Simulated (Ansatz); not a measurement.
A run of Ansatz 0.2.0 is set up as follows.

input.yaml

```yaml
crystal:
  lattice:
    - [0.0, 1.813001, 1.813001]
    - [1.813001, 0.0, 1.813001]
    - [1.813001, 1.813001, 0.0]
  atoms:
    - { symbol: "N", position: [0.25, 0.25, 0.25] }
    - { symbol: B, position: [0.0, 0.0, 0.0] }
hamiltonian:
  xc: pbe
  pseudopotentials: { kind: paw }
kpoints:
  mp_grid: { grid: [13, 13, 13] }
scf:
  occupations: { method: fermi_dirac, width: 0.05 }
output:
  forces: true
  stress: true
  eigenvalues: true
```

Potentials or basis: Ansatz PAW.

The run is started by

```bash
$ ansatz run input.yaml --threads 1 --pin off --max-ram 2560MiB --backend cpu --events-out ev --progress --plain --runs-dir out
```

Predict the band gap on the k mesh.

4.54 eV, indirect (least direct gap 8.79 eV).

Estimate the pressure.

-0.4 GPa.

Caveat: odd divisions of the mesh miss points on the zone boundary, where band edges often lie, so the gap on the mesh can be too wide; the pressure holds a Pulay correction of +1.1 GPa for the finite cutoff.

The gap isn't set beside the measured one, since this odd mesh misses points on the zone boundary.
